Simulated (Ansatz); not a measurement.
The system is Si2Ni.

```xyz
3
Lattice="0.0000 2.7030 2.7030 2.7030 0.0000 2.7030 2.7030 2.7030 0.0000" Properties=species:S:1:pos:R:3 pbc="T T T"
Ni    0.0000    0.0000    0.0000
Si    4.0545    4.0545    4.0545
Si    1.3515    1.3515    1.3515
```

Base run:

* Program: Ansatz 0.2.0
* Functional: PBE
* Potentials or basis: Ansatz PAW
* Cutoff: 420 eV
* Density cutoff: 1680 eV
* k mesh: 9 × 9 × 9
* Occupations: fermi-dirac, width 0.05 eV
* Spin: collinear spin, ferromagnetic start
* Starting moments: [1.0, 0.0, 0.0] μB

Its results: band gap on the k mesh none (metal or under the smearing width); pressure 3.8 GPa; net moment 0.00 μB per cell.

The run is repeated on the same cell with these changes: functional from PBE to LDA; occupations from fermi-dirac, width 0.05 eV to gaussian, width 0.05 eV. What comes out?

Band gap on the k mesh none (metal or under the smearing width); pressure -4.2 GPa; net moment 0.00 μB per cell.

Caveats: the PAW data sets come from PBE, with cores solved anew for the run's functional, which leaves a small shift of forces and pressure (some runs).

Not every run made on this cell is shown here.
